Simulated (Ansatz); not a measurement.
# Preparing SiO2 (P3_121) as a host crystal, part 2 of 3

Aim: the runs on the perfect crystal SiO2 (P3_121) that a defect calculation needs first.

Ansatz 0.2.0; plane-wave PAW DFT, r2SCAN; relaxation of the host's cell and atoms; PAW set soft_1 (the session's first sound run).

So far. Step 3 (Dielectric tensors of the host): The principal values of the electronic dielectric tensor are 2.49, 2.49 and 2.52. The principal values of the static dielectric tensor are 4.64, 4.64 and 4.86.

## (5) Self-consistent run

This step: plane-wave PAW DFT, r2SCAN; single point of the defect-free supercell, a test of its k-points; PAW set soft_1 (Ansatz 0.2.0).

System of this step: SiO2 (P3_121). The cell holds 72 atoms: 24 Si and 48 O. Its edges and angles: a = 9.842 Å, b = 9.842 Å, c = 10.833 Å, α = 90.0°, β = 90.0°, γ = 120.0°.

Contents of pristine.sampling/input.yaml:

```yaml
crystal:
  lattice:
    - [9.8422041343, 0.0, 0.0]
    - [-4.9211020672, 8.5235988096, 0.0]
    - [0.0, 0.0, 10.8330695259]
  atoms:
    - { symbol: Si, position: [0.2655143582, 0.2655143582, 0.0] }
    - { symbol: Si, position: [0.0, 0.2344856418, 0.3333333334] }
    - { symbol: Si, position: [0.2344856418, 0.0, 0.1666666666] }
    - { symbol: O, position: [0.1345190254, 0.2066064985, 0.3922921182] }
    - { symbol: O, position: [0.2933935015, 0.4279125269, 0.0589587848] }
    - { symbol: O, position: [0.0720874731, 0.3654809746, 0.2256254514] }
    - { symbol: O, position: [0.2066064985, 0.1345190254, 0.1077078818] }
    - { symbol: O, position: [0.3654809746, 0.0720874731, 0.2743745486] }
    - { symbol: O, position: [0.4279125269, 0.2933935015, 0.4410412152] }
    - { symbol: Si, position: [0.2655143582, 0.2655143582, 0.5] }
    - { symbol: Si, position: [0.0, 0.2344856418, 0.8333333333] }
    - { symbol: Si, position: [0.2344856418, 0.0, 0.6666666666] }
    - { symbol: O, position: [0.1345190254, 0.2066064985, 0.8922921182] }
    - { symbol: O, position: [0.2933935015, 0.4279125269, 0.5589587848] }
    - { symbol: O, position: [0.0720874731, 0.3654809746, 0.7256254514] }
    - { symbol: O, position: [0.2066064985, 0.1345190254, 0.6077078818] }
    - { symbol: O, position: [0.3654809746, 0.0720874731, 0.7743745486] }
    - { symbol: O, position: [0.4279125269, 0.2933935015, 0.9410412152] }
    - { symbol: Si, position: [0.2655143582, 0.7655143582, 0.0] }
    - { symbol: Si, position: [0.0, 0.7344856418, 0.3333333334] }
    - { symbol: Si, position: [0.2344856418, 0.5, 0.1666666666] }
    - { symbol: O, position: [0.1345190254, 0.7066064985, 0.3922921182] }
    - { symbol: O, position: [0.2933935015, 0.9279125269, 0.0589587848] }
    - { symbol: O, position: [0.0720874731, 0.8654809746, 0.2256254514] }
    - { symbol: O, position: [0.2066064985, 0.6345190254, 0.1077078818] }
    - { symbol: O, position: [0.3654809746, 0.5720874731, 0.2743745486] }
    - { symbol: O, position: [0.4279125269, 0.7933935015, 0.4410412152] }
    - { symbol: Si, position: [0.2655143582, 0.7655143582, 0.5] }
    - { symbol: Si, position: [0.0, 0.7344856418, 0.8333333333] }
    - { symbol: Si, position: [0.2344856418, 0.5, 0.6666666666] }
    - { symbol: O, position: [0.1345190254, 0.7066064985, 0.8922921182] }
    - { symbol: O, position: [0.2933935015, 0.9279125269, 0.5589587848] }
    - { symbol: O, position: [0.0720874731, 0.8654809746, 0.7256254514] }
    - { symbol: O, position: [0.2066064985, 0.6345190254, 0.6077078818] }
    - { symbol: O, position: [0.3654809746, 0.5720874731, 0.7743745486] }
    - { symbol: O, position: [0.4279125269, 0.7933935015, 0.9410412152] }
    - { symbol: Si, position: [0.7655143582, 0.2655143582, 0.0] }
    - { symbol: Si, position: [0.5, 0.2344856418, 0.3333333334] }
    - { symbol: Si, position: [0.7344856418, 0.0, 0.1666666666] }
    - { symbol: O, position: [0.6345190254, 0.2066064985, 0.3922921182] }
    - { symbol: O, position: [0.7933935015, 0.4279125269, 0.0589587848] }
    - { symbol: O, position: [0.5720874731, 0.3654809746, 0.2256254514] }
    - { symbol: O, position: [0.7066064985, 0.1345190254, 0.1077078818] }
    - { symbol: O, position: [0.8654809746, 0.0720874731, 0.2743745486] }
    - { symbol: O, position: [0.9279125269, 0.2933935015, 0.4410412152] }
    - { symbol: Si, position: [0.7655143582, 0.2655143582, 0.5] }
    - { symbol: Si, position: [0.5, 0.2344856418, 0.8333333333] }
    - { symbol: Si, position: [0.7344856418, 0.0, 0.6666666666] }
    - { symbol: O, position: [0.6345190254, 0.2066064985, 0.8922921182] }
    - { symbol: O, position: [0.7933935015, 0.4279125269, 0.5589587848] }
    - { symbol: O, position: [0.5720874731, 0.3654809746, 0.7256254514] }
    - { symbol: O, position: [0.7066064985, 0.1345190254, 0.6077078818] }
    - { symbol: O, position: [0.8654809746, 0.0720874731, 0.7743745486] }
    - { symbol: O, position: [0.9279125269, 0.2933935015, 0.9410412152] }
    - { symbol: Si, position: [0.7655143582, 0.7655143582, 0.0] }
    - { symbol: Si, position: [0.5, 0.7344856418, 0.3333333334] }
    - { symbol: Si, position: [0.7344856418, 0.5, 0.1666666666] }
    - { symbol: O, position: [0.6345190254, 0.7066064985, 0.3922921182] }
    - { symbol: O, position: [0.7933935015, 0.9279125269, 0.0589587848] }
    - { symbol: O, position: [0.5720874731, 0.8654809746, 0.2256254514] }
    - { symbol: O, position: [0.7066064985, 0.6345190254, 0.1077078818] }
    - { symbol: O, position: [0.8654809746, 0.5720874731, 0.2743745486] }
    - { symbol: O, position: [0.9279125269, 0.7933935015, 0.4410412152] }
    - { symbol: Si, position: [0.7655143582, 0.7655143582, 0.5] }
    - { symbol: Si, position: [0.5, 0.7344856418, 0.8333333333] }
    - { symbol: Si, position: [0.7344856418, 0.5, 0.6666666666] }
    - { symbol: O, position: [0.6345190254, 0.7066064985, 0.8922921182] }
    - { symbol: O, position: [0.7933935015, 0.9279125269, 0.5589587848] }
    - { symbol: O, position: [0.5720874731, 0.8654809746, 0.7256254514] }
    - { symbol: O, position: [0.7066064985, 0.6345190254, 0.6077078818] }
    - { symbol: O, position: [0.8654809746, 0.5720874731, 0.7743745486] }
    - { symbol: O, position: [0.9279125269, 0.7933935015, 0.9410412152] }
basis:
  ecutwfc: 500
  xc_grid: 2
hamiltonian:
  xc: r2scan
  pseudopotentials: { kind: paw, azcp: { folder: soft_1 } }
kpoints:
  mp_grid: { grid: [1, 1, 1], shift: [0.25, 0.25, 0.25] }
scf:
  occupations: { method: fermi_dirac, width: 0.01 }
  max_iter: 80
```

Command:

```sh
ansatz run input.yaml --threads 8 --pin off --max-ram 22609MiB --backend cpu --events-out ev --progress --plain --runs-dir out
```

Numbers of over 12 decimals in the logs are rounded to 6 here.

The program printed:

```text
[...]
Crystal: 72 atoms, lattice volume = 908.797 Å³
Basis set: ecut = 500 eV, 23025 PW (Γ), exchange–correlation on 144×144×160 points (8 copies of the dense FFT grid, shifted against one another)
Bands: 264, of which v1, the nominal top of the filled ones, is band 192 counted from 1 (191 counted from 0)
Symmetry: 8 space group operations
k-points: 1
[...]
SCF iter   1: F=—  HF=-42751.397042 eV  |F-HF|=—  |Δ(HF+E_count)|=         —  Δρ=1.31e-1  dr2=1.41e2  dr2_τ=1.64e1  ethr=3.10e-3  ⟨swp⟩=6.0  Hψ=1179  notcnv=0  defer=30
[...]
SCF iter   9: F=-42722.415429 eV  HF=-42722.415429 eV  |F-HF|=1.07e-8  |Δ(HF+E_count)|=   7.17e-8  Δρ=2.72e-6  dr2=4.63e-8  dr2_τ=2.35e-9  ethr=2.37e-10  ⟨swp⟩=3.0  Hψ=559  notcnv=0
SCF 1 converged in 9 iterations: F = -42722.415429 eV  dr2 = 4.63e-8
[...]
SCF converged after 9 iterations
Free energy (F): -42722.415429 eV
[...]
Internal energy: -42722.415429 eV  (E = F + TS)
E sigma→0 (E₀):  -42722.415429 eV
Fermi energy:    5.703655 eV
[...]
```

Run time: 10 s. Hardware: 8 threads of Arm Neoverse V2, shared host; peak memory 2 GiB.

Numbers from this step:

- energy over dense mesh: -1.79e-4 eV/atom

## (6) Defect free supercell relaxed from its symmetric sites

This cell, the one that will hold the defects, is built from the relaxed host. Its coarser k-points can move the atoms a little, so it is relaxed from the symmetric sites, as the reference for the test of stability.

This step: plane-wave PAW DFT, r2SCAN; relaxation of the defect-free supercell from its symmetric sites; PAW set soft_1 (Ansatz 0.2.0).

pristine.symmetric/input.yaml, as its differences from pristine.sampling/input.yaml of step 5:

```diff
@@ -89 +89,12 @@
   max_iter: 80
+output:
+  forces: true
+relax:
+  f_tol: 0.01
+  max_steps: 60
+  escape_saddle: false
+checkpoint:
+  write: "../pristine.symmetric.run"
+  compress: false
+  write_wavefunctions: false
+  write_every: 100000
```

The program printed:

```text
[...]
Crystal: 72 atoms, lattice volume = 908.797 Å³
Basis set: ecut = 500 eV, 23025 PW (Γ), exchange–correlation on 144×144×160 points (8 copies of the dense FFT grid, shifted against one another)
Bands: 264, of which v1, the nominal top of the filled ones, is band 192 counted from 1 (191 counted from 0)
Symmetry: 8 space group operations
k-points: 1
[...]
SCF iter   1: F=—  HF=-42751.397042 eV  |F-HF|=—  |Δ(HF+E_count)|=         —  Δρ=1.31e-1  dr2=1.41e2  dr2_τ=1.64e1  ethr=3.10e-3  ⟨swp⟩=6.0  Hψ=1179  notcnv=0  defer=30
[...]
SCF iter   8: F=-42722.415428 eV  HF=-42722.415429 eV  |F-HF|=4.70e-7  |Δ(HF+E_count)|=   4.41e-6  Δρ=1.39e-5  dr2=1.29e-6  dr2_τ=5.75e-8  ethr=6.51e-10  ⟨swp⟩=3.0  Hψ=978  notcnv=0
SCF 1 converged in 8 iterations: F = -42722.415428 eV  dr2 = 1.29e-6
[...]
relax step   1: F+E_penalty+E_count = -42722.41542815 eV  Δ(F+E_penalty+E_count) = +0.000e0 eV  max|allowed force component| = 5.775e-3 eV/Å  Δτ_max = 0.0000 Å  (8 SCF iters, dr2 threshold 2.50e-6 eV, accepted)
[...]
SCF iter   3: F=-42722.415429 eV  HF=-42722.415429 eV  |F-HF|=6.21e-8  |Δ(HF+E_count)|=   9.60e-8  Δρ=2.05e-6  dr2=5.56e-8  dr2_τ=1.55e-9  ethr=2.60e-11  ⟨swp⟩=4.0  Hψ=626  notcnv=0
SCF 2 converged in 3 iterations: F = -42722.415429 eV  dr2 = 5.56e-8
relax step   2: F+E_penalty+E_count = -42722.41542870 eV  Δ(F+E_penalty+E_count) = -5.538e-7 eV  max|allowed force component| = 5.827e-3 eV/Å  Δτ_max = 0.0000 Å  (3 SCF iters, accepted)
[...]
SCF iter   2: F=-42722.415429 eV  HF=-42722.415429 eV  |F-HF|=2.80e-8  |Δ(HF+E_count)|=   3.74e-8  Δρ=1.33e-6  dr2=2.48e-8  dr2_τ=5.35e-10  ethr=1.44e-11  ⟨swp⟩=3.0  Hψ=581  notcnv=0
SCF 3 converged in 2 iterations: F = -42722.415429 eV  dr2 = 2.48e-8
SCF converged after 2 iterations
Free energy (F): -42722.415429 eV
[...]
Internal energy: -42722.415429 eV  (E = F + TS)
E sigma→0 (E₀):  -42722.415429 eV
Fermi energy:    5.703646 eV
[...]
--- Forces (eV/Å), atoms counted from 1 ---
  atom   1  Si     0.00134677     0.00193437     0.00000967
  atom   2  Si     0.00185193     0.00170788     0.00181456
  atom   3  Si     0.00013228     0.00238948    -0.00192853
  atom   4  O     -0.00259788    -0.00105305    -0.00574917
  atom   5  O      0.00261662     0.00132058    -0.00170434
  atom   6  O     -0.00000425    -0.00428441    -0.00202659
  atom   7  O      0.00076954    -0.00289261     0.00582734
  atom   8  O     -0.00392564    -0.00172142     0.00181812
  atom   9  O     -0.00026897     0.00246328     0.00193798
  atom  10  Si     0.00134677     0.00193437     0.00000967
  atom  11  Si     0.00185193     0.00170788     0.00181456
  atom  12  Si     0.00013228     0.00238948    -0.00192853
  atom  13  O     -0.00259788    -0.00105305    -0.00574917
  atom  14  O      0.00261662     0.00132058    -0.00170434
  atom  15  O     -0.00000425    -0.00428441    -0.00202659
  atom  16  O      0.00076954    -0.00289261     0.00582734
  atom  17  O     -0.00392564    -0.00172142     0.00181812
  atom  18  O     -0.00026897     0.00246328     0.00193798
  atom  19  Si     0.00134677     0.00193437     0.00000967
  atom  20  Si     0.00185193     0.00170788     0.00181456
  atom  21  Si     0.00013228     0.00238948    -0.00192853
  atom  22  O     -0.00259788    -0.00105305    -0.00574917
  atom  23  O      0.00261662     0.00132058    -0.00170434
  atom  24  O     -0.00000425    -0.00428441    -0.00202659
  atom  25  O      0.00076954    -0.00289261     0.00582734
  atom  26  O     -0.00392564    -0.00172142     0.00181812
  atom  27  O     -0.00026897     0.00246328     0.00193798
  atom  28  Si     0.00134677     0.00193437     0.00000967
  atom  29  Si     0.00185193     0.00170788     0.00181456
  atom  30  Si     0.00013228     0.00238948    -0.00192853
  atom  31  O     -0.00259788    -0.00105305    -0.00574917
  atom  32  O      0.00261662     0.00132058    -0.00170434
  atom  33  O     -0.00000425    -0.00428441    -0.00202659
  atom  34  O      0.00076954    -0.00289261     0.00582734
  atom  35  O     -0.00392564    -0.00172142     0.00181812
  atom  36  O     -0.00026897     0.00246328     0.00193798
  atom  37  Si     0.00134677     0.00193437     0.00000967
  atom  38  Si     0.00185193     0.00170788     0.00181456
  atom  39  Si     0.00013228     0.00238948    -0.00192853
  atom  40  O     -0.00259788    -0.00105305    -0.00574917
[...]
atom  61  O      0.00076954    -0.00289261     0.00582734
  atom  62  O     -0.00392564    -0.00172142     0.00181812
  atom  63  O     -0.00026897     0.00246328     0.00193798
  atom  64  Si     0.00134677     0.00193437     0.00000967
  atom  65  Si     0.00185193     0.00170788     0.00181456
  atom  66  Si     0.00013228     0.00238948    -0.00192853
  atom  67  O     -0.00259788    -0.00105305    -0.00574917
  atom  68  O      0.00261662     0.00132058    -0.00170434
  atom  69  O     -0.00000425    -0.00428441    -0.00202659
  atom  70  O      0.00076954    -0.00289261     0.00582734
  atom  71  O     -0.00392564    -0.00172142     0.00181812
  atom  72  O     -0.00026897     0.00246328     0.00193798
  max |Σ_I F_I| component: 1.09e-3 eV/Å
--- Relaxed structure (2 steps of the walk, 2 accepted, 0 SCFs on fresh bases) ---
  F+E_penalty+E_count = -42722.41542870 eV   max|allowed force component| = 5.827e-3 eV/Å
  atoms:
    - { symbol: Si, position: [0.2655143582, 0.265514, 4.1376367353436905e-17] }
    - { symbol: Si, position: [1.3877787807814457e-17, 0.2344856418, 0.333333] }
    - { symbol: Si, position: [0.234486, 0, 0.166667] }
    - { symbol: O, position: [0.1345190254, 0.206606, 0.392292] }
    - { symbol: O, position: [0.293394, 0.427913, 0.058959] }
    - { symbol: O, position: [0.072087, 0.3654809746, 0.225625] }
    - { symbol: O, position: [0.2066064985, 0.1345190254, 0.107708] }
    - { symbol: O, position: [0.3654809746, 0.0720874731, 0.274375] }
    - { symbol: O, position: [0.427913, 0.2933935015, 0.441041] }
    - { symbol: Si, position: [0.2655143582, 0.265514, 0.5] }
    - { symbol: Si, position: [1.3877787807814457e-17, 0.2344856418, 0.833333] }
    - { symbol: Si, position: [0.234486, 0, 0.666667] }
    - { symbol: O, position: [0.1345190254, 0.206606, 0.892292] }
    - { symbol: O, position: [0.293394, 0.427913, 0.558959] }
    - { symbol: O, position: [0.072087, 0.3654809746, 0.725625] }
    - { symbol: O, position: [0.2066064985, 0.1345190254, 0.607708] }
    - { symbol: O, position: [0.3654809746, 0.0720874731, 0.774375] }
    - { symbol: O, position: [0.427913, 0.2933935015, 0.941041] }
    - { symbol: Si, position: [0.265514, 0.765514, 4.1376367353436905e-17] }
    - { symbol: Si, position: [-5.551115123125783e-17, 0.7344856418, 0.333333] }
    - { symbol: Si, position: [0.234486, 0.5, 0.166667] }
    - { symbol: O, position: [0.1345190254, 0.7066064985, 0.392292] }
    - { symbol: O, position: [0.293394, 0.927913, 0.058959] }
    - { symbol: O, position: [0.072087, 0.865481, 0.225625] }
    - { symbol: O, position: [0.206606, 0.634519, 0.107708] }
    - { symbol: O, position: [0.365481, 0.5720874731, 0.274375] }
    - { symbol: O, position: [0.427913, 0.7933935015, 0.441041] }
    - { symbol: Si, position: [0.265514, 0.765514, 0.5] }
    - { symbol: Si, position: [-5.551115123125783e-17, 0.7344856418, 0.833333] }
    - { symbol: Si, position: [0.234486, 0.5, 0.666667] }
    - { symbol: O, position: [0.1345190254, 0.7066064985, 0.892292] }
    - { symbol: O, position: [0.293394, 0.927913, 0.558959] }
    - { symbol: O, position: [0.072087, 0.865481, 0.725625] }
    - { symbol: O, position: [0.206606, 0.634519, 0.607708] }
    - { symbol: O, position: [0.365481, 0.5720874731, 0.774375] }
    - { symbol: O, position: [0.427913, 0.7933935015, 0.941041] }
    - { symbol: Si, position: [0.7655143582, 0.265514, 4.1376367353436905e-17] }
    - { symbol: Si, position: [0.5, 0.234486, 0.333333] }
    - { symbol: Si, position: [0.734486, 0.0, 0.166667] }
    - { symbol: O, position: [0.6345190254, 0.2066064985, 0.392292] }
    - { symbol: O, position: [0.793394, 0.427913, 0.058959] }
    - { symbol: O, position: [0.5720874731, 0.3654809746, 0.225625] }
    - { symbol: O, position: [0.706606, 0.1345190254, 0.107708] }
    - { symbol: O, position: [0.8654809746, 0.0720874731, 0.274375] }
    - { symbol: O, position: [0.9279125269, 0.293394, 0.441041] }
    - { symbol: Si, position: [0.7655143582, 0.265514, 0.5] }
    - { symbol: Si, position: [0.5, 0.234486, 0.833333] }
    - { symbol: Si, position: [0.734486, 0.0, 0.666667] }
    - { symbol: O, position: [0.6345190254, 0.2066064985, 0.892292] }
    - { symbol: O, position: [0.793394, 0.427913, 0.558959] }
    - { symbol: O, position: [0.5720874731, 0.3654809746, 0.725625] }
    - { symbol: O, position: [0.706606, 0.1345190254, 0.607708] }
    - { symbol: O, position: [0.8654809746, 0.0720874731, 0.774375] }
    - { symbol: O, position: [0.9279125269, 0.293394, 0.941041] }
    - { symbol: Si, position: [0.765514, 0.765514, 4.1376367353436905e-17] }
    - { symbol: Si, position: [0.5, 0.7344856418, 0.333333] }
    - { symbol: Si, position: [0.734486, 0.500000, 0.166667] }
    - { symbol: O, position: [0.634519, 0.7066064985, 0.392292] }
    - { symbol: O, position: [0.793394, 0.9279125269, 0.058959] }
    - { symbol: O, position: [0.5720874731, 0.8654809746, 0.225625] }
    - { symbol: O, position: [0.7066064985, 0.6345190254, 0.107708] }
    - { symbol: O, position: [0.865481, 0.5720874731, 0.274375] }
    - { symbol: O, position: [0.927913, 0.7933935015, 0.441041] }
    - { symbol: Si, position: [0.765514, 0.765514, 0.5] }
    - { symbol: Si, position: [0.5, 0.7344856418, 0.833333] }
    - { symbol: Si, position: [0.734486, 0.500000, 0.666667] }
    - { symbol: O, position: [0.634519, 0.7066064985, 0.892292] }
    - { symbol: O, position: [0.793394, 0.9279125269, 0.558959] }
    - { symbol: O, position: [0.5720874731, 0.8654809746, 0.725625] }
    - { symbol: O, position: [0.7066064985, 0.6345190254, 0.607708] }
    - { symbol: O, position: [0.865481, 0.5720874731, 0.774375] }
    - { symbol: O, position: [0.927913, 0.7933935015, 0.941041] }
```

It took 20 s on 8 threads; peak memory 2 GiB.

Hardly anything moved in the relaxation; the energy changed by under 0.2 meV an atom.

(Part 2 of 3 ends here.)

[Logs are printed without paths, hosts, clocks, repeated set-up lines and the standing remarks that a program may print on its own settings, such as how far it seeks lower states.]

[Hosts, paths, dates, database ids (printed as entryN), source tags and the programs' standing remarks are cut or masked in the printed files.]

[Runs of the host that timed out are not shown.]

[For some hosts the program warned that the k-mesh of the response run may be too coarse for force constants and the static dielectric constant; such warnings are not always shown.]
